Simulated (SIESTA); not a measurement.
**SnO2 (Cassiterite) under changes of volume**

One of the cells (12.161 Å³/atom); the others are scaled copies at fixed shape and fractional positions:

```
CELL_PARAMETERS angstrom
4.76938 0.00000 0.00000
0.00000 4.76938 0.00000
0.00000 0.00000 3.20760
ATOMIC_POSITIONS crystal
Sn 0.50000 0.50000 0.50000
Sn 0.00000 0.00000 0.00000
O 0.80710 0.19290 0.50000
O 0.69290 0.69290 0.00000
O 0.19290 0.80710 0.50000
O 0.30710 0.30710 0.00000
```

- Program: SIESTA 5.4.2
- Functional: PBEsol
- Potentials or basis: PseudoDojo 0.4 standard (PBEsol files)
- Basis: DZP (energy shift 0.003 Ry; two zetas on semicore shells)
- Grid cutoff: 800 Ry
- Energy shift: 0.003 Ry
- k mesh: 6 × 6 × 8
- Occupations: fermi-dirac, width 0.05 eV
- Spin: no spin polarisation

```tsv
volume (Å³/atom)	energy over the lowest point (meV/atom)	pressure (GPa)	gap on the mesh (eV)	largest force (eV/Å)
11.207	?	?	?	?
11.445	70.14	22.1	1.41	0.420
11.684	41.56	16.4	1.17	0.317
12.161	7.86	6.6	0.70	0.133
12.399	1.04	2.6	0.49	0.054
12.637	0.00	-1.1	0.29	0.020
```

Q: What does the run at 11.207 Å³/atom give?

A: Energy over the lowest point 107.64 meV/atom; pressure 28.5 GPa; gap on the mesh 1.68 eV; largest force 0.529 eV/Å.

Worked out: A Birch-Murnaghan fit of order 3 (a polynomial in V^(-2/3)) to the other rows has its minimum at 12.56 Å³/atom with B0 = V·E''(V) = 189 GPa and B' = 4.8 at fixed shape and positions, which overstates the stiffness. It gives 107.58 meV/atom at 11.207 Å³/atom, against the run's 107.64, and -dE/dV = 28.5 GPa, against 28.5. A straight line through the other rows of the gap, of slope -11.4 eV per unit of ln V (its deformation potential), extrapolates to 1.64 eV, against the run's 1.68.

Energies are extrapolated to zero smearing.

Caveats: spin-orbit coupling is left out, which moves the levels of the heavy elements; the basis of atomic orbitals isn't converged, which shifts pressures, moduli and gaps.

A mesh can miss the band edges.
